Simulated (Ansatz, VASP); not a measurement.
# GaN in two plane-wave programs, part 3 of 3

Aim: how closely do two programs agree when they are given the same cell, functional and k mesh? The cell is taken from a series of runs on this material, whose earlier steps may have relaxed, scaled, displaced or heated it; both programs get it as it stands.

VASP 6.6.1 and Ansatz 0.2.0.

So far: Set-up; Ansatz: zone-centre phonons, LDA; VASP: zone-centre phonons, LDA.

## (3) VASP: zone-centre phonons, LDA (continued)

Level of this step: LDA; plane waves and PAW (N, Ga_d) (VASP).

Numbers of over 12 decimals in the logs are rounded to 6 here.

From OUTCAR (step 3):

```text
ion  position               nearest neighbor table
   1  0.250  0.250  0.250-   2 1.94   2 1.94   2 1.94   2 1.94
   2  0.000  0.000  0.000-   1 1.94   1 1.94   1 1.94   1 1.94

  LATTYP: Found a body centered tetragonal cell.
 ALAT       =     3.2133117963
 C/A-ratio  =     1.3552650667

 Subroutine GETGRP returns: Found  8 space group operations
 (whereof  8 operations were pure point group operations)

The static configuration has the point symmetry D_2d.

 Found    163 irreducible k-points:

   k-points           NKPTS =    163   k-points in BZ     NKDIM =    163   number of bands    NBANDS=     15

   dimension x,y,z NGX =    28 NGY =   28 NGZ =   28
   dimension x,y,z NGXF=    56 NGYF=   56 NGZF=   56

   ENCUT  =  600.0 eV  44.10 Ry    6.64 a.u.   6.29  6.29  6.42*2*pi/ulx,y,z

   NELECT =      18.0000    total number of electrons

 k-points in reciprocal lattice and weights: Automatic mesh
   0.00000000  0.00000000  0.00000000       0.001
   0.08333333  0.00000000  0.00000000       0.005
   0.16666667  0.00000000  0.00000000       0.005
   0.25000000 -0.00000000  0.00000000       0.005
   0.33333333 -0.00000000  0.00000000       0.005
   0.41666667  0.00000000  0.00000000       0.005
   0.50000000 -0.00000000  0.00000000       0.002
   0.08333333  0.08333333  0.00000000       0.001
   0.16666667  0.08333333  0.00000000       0.005
[...]
-0.33333333  0.16666667  0.50000000       0.002
  -0.25000000  0.25000000  0.50000000       0.001

 average (electrostatic) potential at core
       1 -61.8148       2 -64.5582

  Total       -0.5803747     -0.5803747      0.1257053      0.0000000     -0.0000000      0.0000000
  in kB      -41.3586341    -41.3586341      8.9580060      0.0000000     -0.0000000      0.0000000
  external PRESSURE =     -24.5864207 kB  Pullay stress =       0.0000000 kB

  energy-cutoff  :      600.00
  volume of cell :       22.48
      direct lattice vectors                 reciprocal lattice vectors
     0.000000000  2.272154561  2.177444613    -0.220055452  0.220055452  0.229626966
     2.272154561  0.000000000  2.177444613     0.220055452 -0.220055452  0.229626966
     2.272154561  2.272154561  0.000000000     0.220055452  0.220055452 -0.229626966

 POSITION                                       TOTAL-FORCE (eV/Angst)
 -----------------------------------------------------------------------------------
      1.13608      1.13608      1.08872        -0.000000     -0.000000     -0.000000
      0.00000      0.00000      0.00000         0.000000      0.000000      0.000000
 -----------------------------------------------------------------------------------
    total drift:                                0.000000      0.000000     -0.000000

 MACROSCOPIC STATIC DIELECTRIC TENSOR (including local field effects in DFT)
 ------------------------------------------------------
           5.854474    -0.000000     0.000000
           0.000000     5.854474    -0.000000
           0.000000     0.000000     5.801707
 ------------------------------------------------------

 PIEZOELECTRIC TENSOR (including local field effects)  for field in x, y, z        (C/m^2)
          XX          YY          ZZ          XY          YZ          ZX
  --------------------------------------------------------------------------------
  x     0.00000    -0.00000     0.00000     0.00000    -0.99693     0.00000
  y     0.00000     0.00000     0.00000     0.00000     0.00000    -0.99694
  z     0.00000     0.00000     0.00000    -1.05012     0.00000     0.00000

 BORN EFFECTIVE CHARGES (including local field effects) (in |e|, cummulative output)
 ---------------------------------------------------------------------------------
 ion    1
    1    -2.66214     0.00000     0.00000
    2     0.00000    -2.66214     0.00000
    3     0.00000     0.00000    -2.58674
 ion    2
    1     2.66214    -0.00000     0.00000
    2     0.00000     2.66214     0.00000
    3     0.00000     0.00000     2.58674

 Eigenvectors and eigenvalues of the dynamical matrix
 ----------------------------------------------------

   1 f  =   16.388680 THz   102.973112 2PiTHz  546.667514 cm-1    67.778103 meV
             X         Y         Z           dx          dy          dz
      1.136077  1.136077  1.088722    -0.912530    0.000000    0.000000
      0.000000  0.000000  0.000000     0.409009    0.000000    0.000000

   2 f  =   16.388680 THz   102.973112 2PiTHz  546.667514 cm-1    67.778103 meV
             X         Y         Z           dx          dy          dz
      1.136077  1.136077  1.088722     0.000000   -0.912530   -0.000000
      0.000000  0.000000  0.000000     0.000000    0.409009    0.000000

   3 f  =   16.000414 THz   100.533565 2PiTHz  533.716355 cm-1    66.172365 meV
             X         Y         Z           dx          dy          dz
      1.136077  1.136077  1.088722     0.000000    0.000000   -0.912592
      0.000000  0.000000  0.000000     0.000000    0.000000    0.408870

   4 f/i=    0.001136 THz     0.007139 2PiTHz    0.037898 cm-1     0.004699 meV
             X         Y         Z           dx          dy          dz
      1.136077  1.136077  1.088722     0.000000   -0.000000    0.408870
      0.000000  0.000000  0.000000     0.000000   -0.000000    0.912592

   5 f/i=    0.001329 THz     0.008350 2PiTHz    0.044329 cm-1     0.005496 meV
             X         Y         Z           dx          dy          dz
      1.136077  1.136077  1.088722     0.000000   -0.409009   -0.000000
      0.000000  0.000000  0.000000     0.000000   -0.912530   -0.000000

   6 f/i=    0.001329 THz     0.008350 2PiTHz    0.044329 cm-1     0.005496 meV
             X         Y         Z           dx          dy          dz
      1.136077  1.136077  1.088722    -0.409009    0.000000    0.000000
      0.000000  0.000000  0.000000    -0.912530    0.000000    0.000000

 MACROSCOPIC STATIC DIELECTRIC TENSOR IONIC CONTRIBUTION
 ------------------------------------------------------
           4.450814    -0.000000     0.000000
          -0.000000     4.450814     0.000000
           0.000000     0.000000     4.409874
 ------------------------------------------------------

 ELASTIC MODULI CONTR FROM IONIC RELAXATION (kBar)
 Direction    XX          YY          ZZ          XY          YZ          ZX
 --------------------------------------------------------------------------------
 XX           0.0000      0.0000      0.0000      0.0000      0.0000      0.0000
 YY           0.0000      0.0000      0.0000      0.0000      0.0000      0.0000
 ZZ           0.0000      0.0000      0.0000      0.0000      0.0000      0.0000
 XY           0.0000      0.0000      0.0000   -366.1893      0.0000      0.0000
 YZ           0.0000      0.0000      0.0000      0.0000   -374.9633      0.0000
 ZX           0.0000      0.0000      0.0000      0.0000      0.0000   -363.6815
 --------------------------------------------------------------------------------

 PIEZOELECTRIC TENSOR IONIC CONTR  for field in x, y, z        (C/m^2)
          XX          YY          ZZ          XY          YZ          ZX
  --------------------------------------------------------------------------------
  x     0.00000     0.00000     0.00000     0.00000     1.21559    -0.00000
  y     0.00000     0.00000     0.00000     0.00000    -0.00000     1.19716
  z     0.00000     0.00000     0.00000     1.19574     0.00000     0.00000
```

The dielectric response converges more slowly with the mesh than energies do, so tensor and charges may still move on a finer one.

## (4) Side by side

Known differences besides the potentials themselves: the two LDA forms differ slightly; fixed occupations in Ansatz, narrow Gaussian smearing in VASP; VASP's response is taken on the typed mesh, Ansatz refines its own for the field response alone; the cutoff is 420 eV in Ansatz and 600 eV in VASP; VASP's log shows a relativistic correction to its local exchange, Ansatz's none; VASP's log repeats an internal error in its field response. Total energies have different zeros and are not compared.

Compared:

```
                                     quantity  Ansatz   VASP  difference
                                        ε∞ xx    5.89   5.85     +0.67 %
                                        ε∞ yy    5.89   5.85     +0.67 %
                                        ε∞ zz    5.82   5.80     +0.39 %
 Born charge of N1 (mean of the diagonal) (e)   -2.64  -2.64       -0.01
Born charge of Ga2 (mean of the diagonal) (e)    2.64   2.64       +0.01
                        optical mode 1 (cm⁻¹)   529.1  533.7     -0.87 %
                   optical mode 2 to 3 (cm⁻¹)   541.4  546.7     -0.97 %
```

Modes are paired by rising frequency, not by their patterns, so a pair may set unlike modes beside each other; they are those without the splitting of longitudinal modes.

## (5) Outcome

```yaml
r_m_s_difference_of_the_optical_zone_centre_modes_each_program_s_sorted_by_frequency_zone_centre_phonons_lda: 5.1 cm⁻¹
difference_in_optical_mode_2_to_3_zone_centre_phonons_lda: -1.0 %
```

What this shows: The r.m.s. difference of the optical zone-centre modes, each program's sorted by frequency is 5.1 cm⁻¹ (zone-centre phonons, LDA). Among the rows given in per cent, the largest difference of the zone-centre phonons, LDA pair is in optical mode 2 to 3, -1.0 %. Such differences can come from data sets, numerical settings and the points named under the comparisons, not from the functional's error against experiment.

[Lines on the potential files, build, host, timing and source positions are cut from VASP's logs without a mark.]

[Logs are printed without paths, hosts, clocks, repeated set-up lines and the standing remarks that a program may print on its own settings, such as how far it seeks lower states.]

[Hosts, paths, dates, database ids (printed as entryN), source tags and the programs' standing remarks are cut or masked in the printed files.]
